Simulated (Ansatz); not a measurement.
Wanted: the native input for an Ansatz 0.2.0 run.

```
Task                : relaxation of cell and atoms
Functional          : r2SCAN
Potentials or basis : Ansatz PAW
Cutoff              : 500 eV (not typed: the program's choice for these potentials)
k mesh              : 10 × 10 × 10
Occupations         : fermi-dirac, width 0.05 eV
Spin                : no spin polarisation
Hubbard terms       : Ta d U = 3 eV
Hubbard projectors  : ortho-atomic (the default)
Double counting     : fll (the default)
```

TaN:

```xyz
2
Lattice="0.0000 2.1790 2.1790 2.1790 0.0000 2.1790 2.1790 2.1790 0.0000" Properties=species:S:1:pos:R:3 pbc="T T T"
Ta    2.1790    2.1790    2.1790
N     0.0000    0.0000    0.0000
```

These files were run (other wordings do the same):

input.yaml

```yaml
crystal:
  lattice:
    - [0.0, 2.17900131, 2.17900131]
    - [2.17900131, 0.0, 2.17900131]
    - [2.17900131, 2.17900131, 0.0]
  atoms:
    - { symbol: Ta, position: [0.5, 0.5, 0.5] }
    - { symbol: "N", position: [0.0, 0.0, 0.0] }
hamiltonian:
  xc: r2scan
  pseudopotentials: { kind: paw }
  hubbard: { sites: [{ species: Ta, l: d, u_eff: 3.0 }] }
kpoints:
  mp_grid: { grid: [10, 10, 10] }
scf:
  occupations: { method: fermi_dirac, width: 0.05 }
output:
  forces: true
  stress: true
  eigenvalues: true
relax:
  f_tol: 0.01
  max_steps: 40
  cell: { stress_tol: 0.05 }
```

Potentials or basis: Ansatz PAW.

Command:

```console
$ ansatz run input.yaml --threads 2 --pin off --max-ram 5632MiB --backend cpu --events-out ev --progress --plain --runs-dir out
```

Results of the run:

```yaml
Relaxed_volume: 10.70 Å³/atom
Relaxed_cell: a = 3.117 Å, b = 3.117 Å, c = 3.117 Å, α = 60.00°, β = 60.00°, γ = 60.00°
Space_group_after_relaxing_to_0.05_Å: Fm-3m (No. 225)
Energy_gained_by_relaxing: 13.6 meV/atom
Ionic_steps: 5
Pressure_after_relaxing: 0.0 GPa
Band_gap_on_the_k_mesh: none (metal or under the smearing width)
```

Caveat: the plane-wave basis is chosen anew once the cell has moved, so the energies of steps on either side of that aren't comparable; U without spin polarisation on a metal has little footing; the PAW data sets come from PBE, with cores solved anew for the run's functional, which leaves a small shift of forces and pressure.

Wall time 7.1 s on 2 threads of Arm Neoverse V2, with other jobs on the host, peak memory 0.36 GiB.
